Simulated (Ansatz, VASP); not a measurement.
**Ca: VASP beside Ansatz**

Contents of INCAR:

```
SYSTEM = Ca
PREC = Accurate
ENCUT = 520
EDIFF = 1E-6
ISMEAR = -1
SIGMA = 0.1
LREAL = .False.
LASPH = .True.
NELM = 80
ALGO = Normal
ISIF = 2
LWAVE = .False.
LCHARG = .False.
GGA = CA
NBANDS = 17
```

File KPOINTS:

```
regular mesh
0
Gamma
  11 11 6
  0 0 0
```

POSCAR

```
Ca
1.0
    3.7737110570      0.0000000000      0.0000000000
   -1.8868555285      3.2681296419      0.0000000000
    0.0000000000      0.0000000000      6.2171671237
Ca
2
Direct
    0.3333333333      0.6666666667      0.2500000000
    0.6666666667      0.3333333333      0.7500000000
```

Input for Ansatz:

```yaml
crystal:
  lattice:
    - [3.773711057, 0.0, 0.0]
    - [-1.8868555285, 3.2681296419, 0.0]
    - [0.0, 0.0, 6.2171671237]
  atoms:
    - { symbol: Ca, position: [0.3333333333, 0.6666666667, 0.25] }
    - { symbol: Ca, position: [0.6666666667, 0.3333333333, 0.75] }
hamiltonian:
  xc: lda
  pseudopotentials:
    kind: paw
    azcp:
      Ca: "pseudopotentials/Ca.paw.azcp"
basis:
  ecutwfc: 420
  fft_grid_basis: typed
kpoints:
  mp_grid: { grid: [11, 11, 6], shift: [0, 0, 0] }
magnetization:
  spin_polarized: false
scf:
  occupations: { method: fermi_dirac, width: 0.1 }
  lower_state_search: "off"
output:
  stress: true
```

Alike in both runs: task single point; functional LDA; k mesh 11 × 11 × 6; occupations fermi-dirac, width 0.1 eV; no spin polarisation.

|  | VASP | Ansatz |
| --- | --- | --- |
| version | VASP 6.6.1 | Ansatz 0.2.0 |
| potentials or method | VASP PAW LDA potentials, release 64 (Ca_sv) | plane waves (420 eV) with PAW, scalar-relativistic |
| plane-wave cutoff (eV) | 520 | 420 |
| valence electrons in the cell | 20 | 20 |

|  | VASP | Ansatz | Ansatz less VASP |
| --- | --- | --- | --- |
| pressure (GPa) | 0.0 | 0.0 | -0.01 |

Ansatz warned: «pseudo_functional_mismatch».
